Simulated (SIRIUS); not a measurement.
## BN under changes of volume

One of the cells (6.078 Å³/atom); the others are scaled copies at fixed shape and fractional positions:

```
N B
1.0
     0.00000    1.82501    1.82501
     1.82501    0.00000    1.82501
     1.82501    1.82501    0.00000
N B
1 1
Direct
  0.25000 0.25000 0.25000
  0.00000 0.00000 0.00000
```

The cell is a database's computed one.

- Program: SIRIUS 7.12.0
- Functional: PBEsol
- Potentials or basis: all-electron FP-LAPW
- Cutoff: 361 eV
- Basis: apw+lo standard
- k mesh: 13 × 13 × 13
- Occupations: fermi-dirac, width 0.05 eV
- Spin: no spin polarisation

| volume (Å³/atom) | energy over the lowest point (meV/atom) | gap on the mesh (eV) |
| --- | --- | --- |
| 5.602 | 14.46 | 4.42 |
| 5.721 | 4.03 | 4.40 |
| 5.840 | 0.00 | 4.38 |
| 6.078 | 9.36 | 4.33 |
| 6.198 | 21.62 | 4.31 |
| 6.317 | ? | ? |

Problem. What does the run at 6.317 Å³/atom give?

Solution. Energy over the lowest point 38.32 meV/atom; gap on the mesh 4.28 eV.

Worked out: A Birch-Murnaghan fit of order 3 (a polynomial in V^(-2/3)) to the other rows has its minimum at 5.86 Å³/atom with B0 = V·E''(V) = 386 GPa and B' = 3.9. It gives 38.23 meV/atom at 6.317 Å³/atom, against the run's 38.32. A straight line through the other rows of the gap, of slope -1.11 eV per unit of ln V, extrapolates to 4.29 eV, against the run's 4.28.

Energies are extrapolated to zero smearing.

Caveats: an odd mesh through Γ misses points on the zone boundary, where band edges often lie.
